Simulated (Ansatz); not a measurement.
The system is BN.

```
CELL_PARAMETERS angstrom
0.00000 1.81300 1.81300
1.81300 0.00000 1.81300
1.81300 1.81300 0.00000
ATOMIC_POSITIONS crystal
N 0.25000 0.25000 0.25000
B 0.00000 0.00000 0.00000
```

The cell is a database's computed one.

Program: Ansatz 0.2.0. Alike in all runs: potentials or basis all-electron LAPW, scalar-relativistic; cell as given.

**Question.** Order these runs on this cell by their band gap on the k mesh, lowest first.
A. level PBE; spin off; k mesh 5 × 5 × 5; cutoff (eV) 370; smearing fermi-dirac 0.03 eV; basis error allowed 0.004 eV/atom; mesh quality coarse
B. level PBE; spin off; k mesh 13 × 13 × 13; cutoff (eV) 446; smearing gaussian 0.017 eV; basis error allowed 0.001 eV/atom; mesh quality not flagged
C. level LDA; spin non-collinear, ferromagnetic start; k mesh 10 × 10 × 10; cutoff (eV) 448; smearing gaussian 0.1 eV; basis error allowed 0.001 eV/atom; mesh quality not flagged

**Answer.** C (4.34 eV), B (4.53 eV), A (4.93 eV).

Caveats: some runs use coarse meshes; an odd mesh through Γ misses points on the zone boundary, where band edges often lie (some runs); the starting moments weren't kept (some runs).

A k mesh can miss the band edges, odd and even meshes differently.
